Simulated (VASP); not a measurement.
# MnS (Fm-3m) in VASP: a series of runs, part 2 of 2

VASP 6.6.1. The steps go on from the part before.

## Step 3: Relaxation of cell and atoms, PBE+U, collinear spin, ferromagnetic start, target pressure 0.0001 GPa, at which the enthalpy is minimised

INCAR

```
  PREC = Accurate
  ENCUT = 520
  EDIFF = 1E-7
  ISMEAR = 0
  SIGMA = 0.1
  LREAL = False
  LASPH = True
  NELM = 150
  ALGO = Normal
  ISIF = 3
  LWAVE = False
  LCHARG = False
  ISPIN = 2
  MAGMOM = 5 0
  LORBIT = 11
  LMAXMIX = 4
  LDAU = True
  LDAUTYPE = 2
  LDAUL = 2 -1
  LDAUU = 1.9 0
  LDAUJ = 0 0
  LDAUPRINT = 1
  GGA = PE
  IBRION = 2
  NSW = 80
  EDIFFG = -0.002
  PSTRESS = 0.001
```

KPOINTS

```
Automatic mesh
0
Gamma
  14 14 14
```

POSCAR

```
MnS                                     
1.0
    0.0000000000      2.5754418526      2.5754418526
    2.5754418526      0.0000000000      2.5754418526
    2.5754418526      2.5754418526      0.0000000000
  Mn              S             
     1     1
Direct
     1.0000000000000000    0.0000000000000000    0.0000000000000000
     0.5000000000000000    0.5000000000000000    0.5000000000000000
```

Potentials or basis: VASP PAW PBE potentials, release 64 (Mn_pv, S).

The run is started by

```sh
cat potpaw_PBE.64/Mn_pv/POTCAR potpaw_PBE.64/S/POTCAR > POTCAR
mpirun -np 1 vasp_std > vasp.out
```

OUTCAR:

```text
PREC = Accurate
   ENCUT = 520
   EDIFF = 1E-7
   ISMEAR = 0
   LREAL = False
   LASPH = True
   NELM = 150
   ISIF = 3
   ISPIN = 2
   LORBIT = 11
   GGA = PE
   IBRION = 2
   NSW = 80
   EDIFFG = -0.002
   PSTRESS = 0.001

 ion  position               nearest neighbor table
   1  0.000  0.000  0.000-   2 2.58   2 2.58   2 2.58   2 2.58   2 2.58   2 2.58
   2  0.500  0.500  0.500-   1 2.58   1 2.58   1 2.58   1 2.58   1 2.58   1 2.58

  LATTYP: Found a face centered cubic cell.
 ALAT       =     5.1508837052

  Lattice vectors:

 A1 = (   0.0000000000,   2.5754418526,   2.5754418526)
 A2 = (   2.5754418526,   0.0000000000,   2.5754418526)
 A3 = (   2.5754418526,   2.5754418526,   0.0000000000)

Analysis of symmetry for initial positions (statically):
=====================================================================
 Subroutine PRICEL returns:
 Original cell was already a primitive cell.

 Routine SETGRP: Setting up the symmetry group for a
 face centered cubic supercell.

[... 362 lines left out ...]
  o =  0.0902  v =  0.0000  0.0000  0.0000  0.0000  0.0000  0.0000  0.0000 -0.9996 -0.0000  0.0279      0.0000  0.0000  0.0000  0.0000  0.0000  0.0000  0.0000  0.0000  0.0000  0.0000
  o =  0.9265  v =  1.0000  0.0000  0.0000  0.0000  0.0000  0.0000  0.0000  0.0000  0.0000  0.0000      0.0000  0.0000  0.0000  0.0000  0.0000  0.0000  0.0000  0.0000  0.0000  0.0000
  o =  0.9265  v =  0.0000 -0.8788  0.0000  0.4773 -0.0000  0.0000  0.0000  0.0000  0.0000  0.0000      0.0000  0.0000  0.0000  0.0000  0.0000  0.0000  0.0000  0.0000  0.0000  0.0000
  o =  0.9265  v =  0.0000  0.4773 -0.0000  0.8788 -0.0000  0.0000  0.0000  0.0000  0.0000  0.0000      0.0000  0.0000  0.0000  0.0000  0.0000  0.0000  0.0000  0.0000  0.0000  0.0000
  o =  0.9464  v =  0.0000  0.0000  0.9976 -0.0000 -0.0689  0.0000  0.0000  0.0000  0.0000  0.0000      0.0000  0.0000  0.0000  0.0000  0.0000  0.0000  0.0000  0.0000  0.0000  0.0000
  o =  0.9464  v =  0.0000 -0.0000  0.0689  0.0000  0.9976  0.0000  0.0000  0.0000  0.0000  0.0000      0.0000  0.0000  0.0000  0.0000  0.0000  0.0000  0.0000  0.0000  0.0000  0.0000

--------------------------------------- Ionic step        5  -------------------------------------------

 number of electron      18.9999990 magnetization       4.9910226

 Free energy of the ion-electron system (eV)
  ---------------------------------------------------
  ext. energy  EPLUGINS =         0.00000000
  ---------------------------------------------------
  free energy    TOTEN  =       -13.47045634 eV

  energy without entropy =      -13.46966748  energy(sigma->0) =      -13.47006191

 E-fermi :   6.3516     XC(G=0): -10.4768

 val. band max:        6.3161625019   @ k =   0.5000   0.0000   0.0000
 cond. band min:       6.4149271188   @ k =   0.5000   0.4286   0.0000
 fundamental gap:      0.0987646169
 Fermi energy:         6.3515884965

 spin component 1

 k-point     1 :       0.0000    0.0000    0.0000
  band No.  band energies     occupation
      1     -44.5508      1.00000
      2     -44.5508      1.00000
      3     -44.5508      1.00000
      4      -7.9347      1.00000
      5       2.1076      1.00000
      6       2.1076      1.00000
[... 940 lines left out ...]
  energy  without entropy=      -13.4696674791  energy(sigma->0) =      -13.47006191

  enthalpy is  TOTEN    =       -13.4704336687 eV   P V=        0.0000226754

 reached required accuracy - stopping structural energy minimisation

 total charge

# of ion       s       p       d       tot
------------------------------------------
    1        0.213   6.159   4.892  11.264
    2        1.323   2.435   0.000   3.757
--------------------------------------------------
tot          1.536   8.594   4.892  15.022

 magnetization (x)

# of ion       s       p       d       tot
------------------------------------------
    1        0.050   0.037   4.426   4.514
    2        0.024   0.091   0.000   0.115
--------------------------------------------------
tot          0.074   0.129   4.426   4.629
```

OSZICAR:

```text
N       E                     dE             d eps       ncg     rms          rms(c)
DAV:   1     0.144889983066E+03    0.14489E+03   -0.11105E+04  6688   0.129E+03
DAV:   2    -0.789675228831E+01   -0.15279E+03   -0.14567E+03  7552   0.328E+02
DAV:   3    -0.139211420753E+02   -0.60244E+01   -0.59954E+01  8032   0.718E+01
[... 54 lines left out ...]
DAV:   3    -0.134704602236E+02   -0.43031E-05   -0.51219E-05  6984   0.632E-02    0.376E-02
DAV:   4    -0.134704556415E+02    0.45821E-05   -0.89904E-06  7192   0.204E-02    0.203E-02
DAV:   5    -0.134704556091E+02    0.32388E-07   -0.15859E-06  7320   0.107E-02    0.114E-02
DAV:   6    -0.134704560356E+02   -0.42643E-06   -0.43516E-07  7112   0.735E-03    0.428E-03
DAV:   7    -0.134704563795E+02   -0.34396E-06   -0.19051E-07  6848   0.534E-03    0.909E-04
DAV:   8    -0.134704563441E+02    0.35457E-07   -0.57499E-09  3328   0.641E-04
   5 F= -.13470434E+02 E0= -.13470039E+02  d E =-.810505E-05  mag=     4.9910
```

CONTCAR:

```text
MnS
   1.00000000000000
     0.0000000000000000    2.6287256018597538    2.6287256018597538
     2.6287256018597538   -0.0000000000000000    2.6287256018597538
     2.6287256018597538    2.6287256018597538   -0.0000000000000000
  Mn              S
     1     1
Direct
     0.0000000000000000    0.0000000000000000    0.0000000000000000
     0.5000000000000000    0.5000000000000000    0.5000000000000000

  0.00000000E+00  0.00000000E+00  0.00000000E+00
  0.00000000E+00  0.00000000E+00  0.00000000E+00
```

Wall time 5.7 min (1 thread of Intel Xeon Platinum 8259CL at 2.50GHz (Skylake/Cascade Lake), shared host); peak memory 0.24 GiB.

Results:

```
Free energy                                            : -13.4705 eV
Relaxed volume                                         : 18.17 Å³/atom
Relaxed cell                                           : a = 3.718 Å, b = 3.718 Å, c = 3.718 Å, α = 60.00°, β = 60.00°, γ = 60.00°
Space group after relaxing (to 0.05 Å)                 : Fm-3m (No. 225)
Energy change on relaxing (the enthalpy is what falls) : -15.7 meV/atom
Ionic steps                                            : 5
Pressure after relaxing                                : 0.0 GPa
Band gap on the k mesh                                 : none (metal or under the smearing width)
Net moment                                             : 4.99 μB per cell
Site moments                                           : Mn +4.51; S +0.12 μB
Valence electrons inside the program's atomic spheres  : Mn 11.26; S 3.76
```

The path:
| step | energy change (eV) | largest force (eV/Å) | pressure (GPa) | volume (Å³) |
| --- | --- | --- | --- | --- |
| 1 | 0.0000 | 0.0000 | 4.78 | 34.17 |
| 2 | -0.0303 | 0.0000 | -0.85 | 36.75 |
| 3 | -0.0314 | 0.0000 | 0.02 | 36.32 |
| 4 | -0.0314 | 0.0000 | -0.07 | 36.37 |
| 5 | -0.0314 | 0.0000 | 0.00 | 36.33 |

Final structure:
```yaml
crystal:
  lattice:
    - [0.00000, 2.62873, 2.62873]
    - [2.62873, 0.00000, 2.62873]
    - [2.62873, 2.62873, 0.00000]
  atoms:
    - { symbol: Mn, position: [0.00000, 0.00000, 0.00000] }
    - { symbol: S, position: [0.50000, 0.50000, 0.50000] }
```

Levels at points of the mesh, in eV from the Fermi level:
Spin up:
```
           k point  band 9  band 10  band 11  band 12  band 13  band 14  band 15  band 16
(0.00, 0.00, 0.00)   -4.20    -1.72    -1.72    -1.72     1.54     8.40     8.40     8.40
(0.50, 0.00, 0.00)   -3.82    -3.33    -0.04    -0.04     2.81     5.36     5.36     8.18
(0.50, 0.50, 0.00)   -3.71    -3.30    -3.30    -3.24     0.75     5.21     9.97    11.66
```
Spin down:
| k point | band 5 | band 6 | band 7 | band 8 | band 9 | band 10 |
| --- | --- | --- | --- | --- | --- | --- |
| (0.00, 0.00, 0.00) | -1.50 | -1.50 | -1.50 | 1.11 | 1.11 | 1.13 |
| (0.50, 0.00, 0.00) | -6.08 | -2.97 | -2.97 | 2.17 | 2.17 | 2.30 |
| (0.50, 0.50, 0.00) | -5.31 | -2.98 | -2.98 | -0.10 | 1.55 | 2.11 |

Eigenvalues of the final occupation matrices:
```
    site  spin  trace               eigenvalues
site 1 d     1   4.67  0.93 0.93 0.93 0.95 0.95
site 1 d     2   0.24  0.02 0.02 0.02 0.09 0.09
```

Caveat: the cell is relaxed towards a set pressure, so the enthalpy falls and the energy may rise; a cell with one magnetic atom can't hold antiferromagnetic order, which such compounds often take.

## Step 4: Relaxation of cell and atoms, PBE+U, collinear spin, ferromagnetic start, target pressure 0.0001 GPa, at which the enthalpy is minimised

This run uses another cell than the first one, of 18.17 Å³/atom, 1.065 times its volume.

INCAR is that of step 3.

KPOINTS is that of step 3.

POSCAR

```
MnS                                     
1.0
    0.0000000000      2.6287256019      2.6287256019
    2.6287256019     -0.0000000000      2.6287256019
    2.6287256019      2.6287256019     -0.0000000000
  Mn              S             
     1     1
Direct
     0.0000000000000000    0.0000000000000000    0.0000000000000000
     0.5000000000000000    0.5000000000000000    0.5000000000000000
```

The run is started by

```sh
cat potpaw_PBE.64/Mn_pv/POTCAR potpaw_PBE.64/S/POTCAR > POTCAR
mpirun -np 1 vasp_std > vasp.out
```

It took 2.6 min on 1 thread of Intel Xeon Platinum 8259CL at 2.50GHz (Skylake/Cascade Lake), shared host; peak memory 0.23 GiB.

The run converged. Its results:

| Quantity | Value |
| --- | --- |
| Free energy | -13.4715 eV |
| Relaxed volume | 18.18 Å³/atom |
| Relaxed cell | a = 3.719 Å, b = 3.719 Å, c = 3.719 Å, α = 60.00°, β = 60.00°, γ = 60.00° |
| Space group after relaxing (to 0.05 Å) | Fm-3m (No. 225) |
| Energy change on relaxing (the enthalpy is what falls) | -0.0 meV/atom |
| Ionic steps | 2 |
| Pressure after relaxing | 0.0 GPa |
| Band gap on the k mesh | none (metal or under the smearing width) |
| Net moment | 4.99 μB per cell |
| Site moments | Mn +4.51; S +0.12 μB |
| Valence electrons inside the program's atomic spheres | Mn 11.26; S 3.76 |

Final structure:
```cif
data_structure
_symmetry_space_group_name_H-M 'P 1'
_symmetry_Int_Tables_number 1
_cell_length_a 3.7186
_cell_length_b 3.7186
_cell_length_c 3.7186
_cell_angle_alpha 60.000
_cell_angle_beta 60.000
_cell_angle_gamma 60.000
_cell_volume 36.36
loop_
_atom_site_label
_atom_site_type_symbol
_atom_site_fract_x
_atom_site_fract_y
_atom_site_fract_z
_atom_site_occupancy
Mn1 Mn 0.00000 0.00000 0.00000 1
S1 S 0.50000 0.50000 0.50000 1
```

Levels at points of the mesh, in eV from the Fermi level:
Spin up:
```csv
k point,band 8,band 9,band 10,band 11,band 12,band 13,band 14,band 15,band 16
"(0.00, 0.00, 0.00)",-4.19,-4.19,-1.72,-1.72,-1.72,1.53,8.40,8.40,8.40
"(0.50, 0.00, 0.00)",-3.82,-3.82,-3.33,-0.04,-0.04,2.81,5.36,5.36,8.17
"(0.50, 0.50, 0.00)",-3.71,-3.71,-3.30,-3.30,-3.25,0.75,5.21,9.97,11.66
```
Spin down:
```
           k point  band 5  band 6  band 7  band 8  band 9  band 10
(0.00, 0.00, 0.00)   -1.49   -1.49   -1.49    1.11    1.11     1.13
(0.50, 0.00, 0.00)   -6.08   -2.97   -2.97    2.17    2.17     2.30
(0.50, 0.50, 0.00)   -5.30   -2.98   -2.98   -0.10    1.56     2.11
```

Eigenvalues of the final occupation matrices:
```
    site  spin  trace               eigenvalues
site 1 d     1   4.67  0.93 0.93 0.93 0.95 0.95
site 1 d     2   0.24  0.02 0.02 0.02 0.09 0.09
```

Caveat: the cell is relaxed towards a set pressure, so the enthalpy falls and the energy may rise; a cell with one magnetic atom can't hold antiferromagnetic order, which such compounds often take. The state reached can hang on the start; a lower one may exist.

## Step 5: Relaxation of cell and atoms, PBE+U, collinear spin, ferromagnetic start, target pressure 40 GPa, at which the enthalpy is minimised

This run uses another cell than the first one, of 13.57 Å³/atom, 0.795 times its volume.

INCAR: that of step 4 with these lines changed.

```diff
@@ -26,2 +26,2 @@
   EDIFFG = -0.002
-  PSTRESS = 0.001
+  PSTRESS = 400
```

KPOINTS is that of step 4.

POSCAR

```
MnS                                     
1.0
   -0.0000000000      2.3850581012      2.3850581012
    2.3850581012     -0.0000000000      2.3850581012
    2.3850581012      2.3850581012      0.0000000000
  Mn              S             
     1     1
Direct
     0.0000000000000000    0.0000000000000000    0.0000000000000000
     0.5000000000000000    0.5000000000000000    0.5000000000000000
```

The run is started by

```sh
cat potpaw_PBE.64/Mn_pv/POTCAR potpaw_PBE.64/S/POTCAR > POTCAR
mpirun -np 1 vasp_std > vasp.out
```

Run time: 7.9 min. Hardware: 1 thread of Intel Xeon Platinum 8259CL at 2.50GHz (Skylake/Cascade Lake), shared host; peak memory 0.23 GiB.

Results (log left out):

| Quantity | Value |
| --- | --- |
| Free energy | -12.3426 eV |
| Relaxed volume | 12.61 Å³/atom |
| Relaxed cell | a = 3.292 Å, b = 3.292 Å, c = 3.292 Å, α = 60.00°, β = 60.00°, γ = 60.00° |
| Space group after relaxing (to 0.05 Å) | Fm-3m (No. 225) |
| Energy change on relaxing (the enthalpy is what falls) | +208.0 meV/atom |
| Ionic steps | 7 |
| Pressure after relaxing | 40.0 GPa |
| Band gap on the k mesh | none (metal or under the smearing width) |
| Net moment | 4.03 μB per cell |
| Site moments | Mn +3.80; S +0.05 μB |
| Valence electrons inside the program's atomic spheres | Mn 11.74; S 3.85 |

Step by step:
```tsv
step	energy change (eV)	largest force (eV/Å)	pressure (GPa)	volume (Å³)
1	0.0000	0.0000	30.00	27.13
2	0.7761	0.0000	50.28	23.94
3	0.3991	0.0000	39.60	25.30
4	0.4127	0.0000	39.93	25.24
5	0.4220	0.0000	40.20	25.20
6	0.4088	0.0000	39.85	25.26
7	0.4159	0.0000	40.01	25.23
```

Final structure:
```
Mn S
1.0
     0.00000    2.32786    2.32786
     2.32786    0.00000    2.32786
     2.32786    2.32786    0.00000
Mn S
1 1
Direct
  0.00000 0.00000 0.00000
  0.50000 0.50000 0.50000
```

Levels at points of the mesh, in eV from the Fermi level:
Spin up:
| k point | band 8 | band 9 | band 10 | band 11 | band 12 | band 13 | band 14 | band 15 | band 16 |
| --- | --- | --- | --- | --- | --- | --- | --- | --- | --- |
| (0.00, 0.00, 0.00) | -4.37 | -4.37 | -2.20 | -2.20 | -2.20 | 4.92 | 9.22 | 9.22 | 9.22 |
| (0.50, 0.00, 0.00) | -3.56 | -3.56 | -2.85 | 1.49 | 1.49 | 2.95 | 5.59 | 5.59 | 13.30 |
| (0.50, 0.50, 0.00) | -4.58 | -3.88 | -3.31 | -3.31 | -2.10 | 1.77 | 5.76 | 13.44 | 15.41 |
Spin down:
| k point | band 3 | band 4 | band 5 | band 6 | band 7 | band 8 | band 9 | band 10 | band 11 | band 12 |
| --- | --- | --- | --- | --- | --- | --- | --- | --- | --- | --- |
| (0.00, 0.00, 0.00) | -46.61 | -16.97 | -2.00 | -2.00 | -2.00 | -0.45 | -0.45 | -0.45 | -0.22 | -0.22 |
| (0.50, 0.00, 0.00) | -46.61 | -14.59 | -8.88 | -4.81 | -4.81 | 1.46 | 1.46 | 1.84 | 3.24 | 4.72 |
| (0.50, 0.50, 0.00) | -46.63 | -14.42 | -7.79 | -4.29 | -4.29 | -2.46 | 0.56 | 1.90 | 1.90 | 1.92 |

Eigenvalues of the final occupation matrices:
```
    site  spin  trace               eigenvalues
site 1 d     1   4.43  0.85 0.85 0.91 0.91 0.91
site 1 d     2   0.74  0.13 0.13 0.13 0.17 0.17
```

Caveat: the cell is relaxed towards a set pressure, so the enthalpy falls and the energy may rise; a cell with one magnetic atom can't hold antiferromagnetic order, which such compounds often take. The state reached can hang on the start; a lower one may exist.

## Step 6: Relaxation of cell and atoms, PBE+U, collinear spin, ferromagnetic start, target pressure 40 GPa, at which the enthalpy is minimised

This run uses another cell than the first one, of 12.61 Å³/atom, 0.739 times its volume.

INCAR is that of step 5.

KPOINTS is that of step 5.

POSCAR

```
MnS                                     
1.0
    0.0000000000      2.3278568121      2.3278568121
    2.3278568121     -0.0000000000      2.3278568121
    2.3278568121      2.3278568121     -0.0000000000
  Mn              S             
     1     1
Direct
     0.0000000000000000    0.0000000000000000    0.0000000000000000
     0.5000000000000000    0.5000000000000000    0.5000000000000000
```

Potentials or basis: VASP PAW PBE potentials, release 64 (Mn_pv, S).

The run is started by

```sh
cat potpaw_PBE.64/Mn_pv/POTCAR potpaw_PBE.64/S/POTCAR > POTCAR
mpirun -np 1 vasp_std > vasp.out
```

It took 53 s on 1 thread of Intel Xeon Platinum 8259CL at 2.50GHz (Skylake/Cascade Lake), shared host; peak memory 0.19 GiB.

The run converged. Its results:

```yaml
Free_energy: -12.3419 eV
Pressure_after_relaxing: 40.0 GPa
Band_gap_on_the_k_mesh: none (metal or under the smearing width)
Net_moment: 4.03 μB per cell
Site_moments: Mn +3.80; S +0.05 μB
Valence_electrons_inside_the_program's_atomic_spheres: Mn 11.74; S 3.85
```

Final structure:
```
Mn S
1.0
     0.00000    2.32786    2.32786
     2.32786    0.00000    2.32786
     2.32786    2.32786    0.00000
Mn S
1 1
Cartesian
  0.0000 0.0000 0.0000
  2.3279 2.3279 2.3279
```

Levels at points of the mesh, in eV from the Fermi level:
Spin up:
```tsv
k point	band 8	band 9	band 10	band 11	band 12	band 13	band 14	band 15	band 16
(0.00, 0.00, 0.00)	-4.37	-4.37	-2.20	-2.20	-2.20	4.92	9.22	9.22	9.22
(0.50, 0.00, 0.00)	-3.56	-3.56	-2.85	1.49	1.49	2.95	5.59	5.59	13.30
(0.50, 0.50, 0.00)	-4.58	-3.88	-3.31	-3.31	-2.10	1.77	5.76	13.44	15.41
```
Spin down:
```csv
k point,band 5,band 6,band 7,band 8,band 9,band 10
"(0.00, 0.00, 0.00)",-2.00,-2.00,-2.00,-0.45,-0.45,-0.45
"(0.50, 0.00, 0.00)",-8.88,-4.81,-4.81,1.46,1.46,1.84
"(0.50, 0.50, 0.00)",-7.79,-4.29,-4.29,-2.46,0.56,1.90
```

Eigenvalues of the final occupation matrices:
| site | spin | trace | eigenvalues |
| --- | --- | --- | --- |
| site 1 d | 1 | 4.43 | 0.85 0.85 0.91 0.91 0.91 |
| site 1 d | 2 | 0.74 | 0.13 0.13 0.13 0.17 0.17 |

Caveat: the relaxation stopped at its first step, so nothing moved; the cell is relaxed towards a set pressure, so the enthalpy falls and the energy may rise; a cell with one magnetic atom can't hold antiferromagnetic order, which such compounds often take. The state reached can hang on the start; a lower one may exist.

## Step 7: The runs side by side

| cell | target pressure | gap on the mesh (eV) | pressure (GPa) | moment (μB) |
| --- | --- | --- | --- | --- |
| relaxed to 4.8 GPa | 4.8 GPa | none | 4.8 | 4.93 |
| relaxed to 0.0001 GPa | 0.0001 GPa | none | 0.0 | 4.99 |
| relaxed to 40 GPa | 40 GPa | none | 40.0 | 4.03 |

Alike in all rows: task relaxation of cell and atoms; level PBE+U; potentials or basis VASP PAW PBE potentials, release 64 (Mn_pv, S); spin collinear, ferromagnetic start; Mn d U = 1.9 eV; k mesh 14 × 14 × 14; cutoff (eV) 520; smearing gaussian 0.1 eV.

Caveats: the cell is relaxed towards a set pressure, so the enthalpy falls and the energy may rise; a cell with one magnetic atom can't hold antiferromagnetic order, which such compounds often take; the relaxation stopped at its first step, so nothing moved (some runs).

Absolute energies hang on the potentials; compare differences alone.
